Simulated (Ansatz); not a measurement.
Input and command of a plane-wave DFT calculation in Ansatz:

```yaml
crystal:
  lattice:
    - [3.1066653383, 0.0, 0.0]
    - [0.0, 4.9784048429, 0.0]
    - [0.0, 0.0, 23.2777192426]
  atoms:
    - { symbol: Al, position: [0.0, 0.9983070976, 0.3651560495] }
    - { symbol: "N", position: [0.0, 0.6166929024, 0.3651560495] }
    - { symbol: Al, position: [0.5, 0.4983070976, 0.4036828925] }
    - { symbol: "N", position: [0.5, 0.1166929024, 0.4036828925] }
    - { symbol: Al, position: [0.5, 0.9983070976, 0.4807365785] }
    - { symbol: "N", position: [0.5, 0.6166929024, 0.4807365785] }
    - { symbol: Al, position: [0.0, 0.4983070976, 0.5192634215] }
    - { symbol: "N", position: [0.0, 0.1166929024, 0.5192634215] }
    - { symbol: Al, position: [0.0, 0.9983070976, 0.5963171075] }
    - { symbol: "N", position: [0.0, 0.6166929024, 0.5963171075] }
    - { symbol: Al, position: [0.5, 0.4983070976, 0.6348439505] }
    - { symbol: "N", position: [0.5, 0.1166929024, 0.6348439505] }
basis:
  ecutwfc: 500
kpoints:
  mp_grid: { grid: [9, 6, 1] }
hamiltonian:
  xc: r2scan
scf:
  occupations: { method: gaussian, width: 0.05 }
output:
  forces: true
  eigenvalues: true
  write_density: true
  write_potential: true
  elf: true
  volumetric_format: npy
relax:
  adjacent_minimum: "off"
  f_tol: 0.03
  max_steps: 70
  constraints: [{ sites: [0, 1, 2, 3, 4, 5] }]
efield:
  axis: 3
  dipole_correction: true
  ramp_width: 0.04
```

```bash
ansatz run input.yaml --threads 2 --pin off --max-ram 5120MiB --backend cpu --events-out ev --progress --plain --runs-dir out
```

Processor: Arm Neoverse V2, 2 threads, on a host shared with other jobs.

**Question.** Estimate time, memory and problem size.

**Answer.** About 3.2 min on 2 threads of Arm Neoverse V2, with other jobs on the host, peak memory 1.3 GiB. It solves 36 bands at 20 k points (the mesh reduced by the symmetry that the task leaves, which can be less than the crystal's) with about 9161 plane waves, in 37 SCF iterations over 6 ionic steps.
